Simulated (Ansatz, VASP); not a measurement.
One calculation of BaZrO3, two programs

```xyz
5
Lattice="4.1176 0.0000 0.0000 0.0000 4.1176 0.0000 0.0000 0.0000 4.1176" Properties=species:S:1:pos:R:3 pbc="T T T"
Ba    0.0000    0.0000    0.0000
Zr    2.0588    2.0588    2.0588
O     0.0000    2.0588    2.0588
O     2.0588    0.0000    2.0588
O     2.0588    2.0588    0.0000
```

Alike in both runs: task single point; functional LDA; k mesh 4 × 4 × 4; no spin polarisation.

```csv
,VASP,Ansatz
version,VASP 6.6.1,Ansatz 0.2.0
potentials or method,"VASP PAW LDA potentials, release 64 (Ba_sv, Zr_sv, O), cutoff 520 eV","all-electron LAPW, scalar-relativistic"
occupations,"gaussian, width 0.01 eV",fixed
```

Ansatz gave:

```
gap on the k mesh at the Fermi level (eV) : 3.23
pressure (GPa)                            : 4.0
```

Question: Which values does VASP return?

Answer: gap on the k mesh at the Fermi level (eV): 3.17; pressure (GPa): 5.7.

Ansatz ran all-electron here, so the differences hold the error of VASP's frozen core and of both bases.

Caveats: spin-orbit coupling is left out, which moves the levels of the heavy elements. A k mesh can miss the band edges.
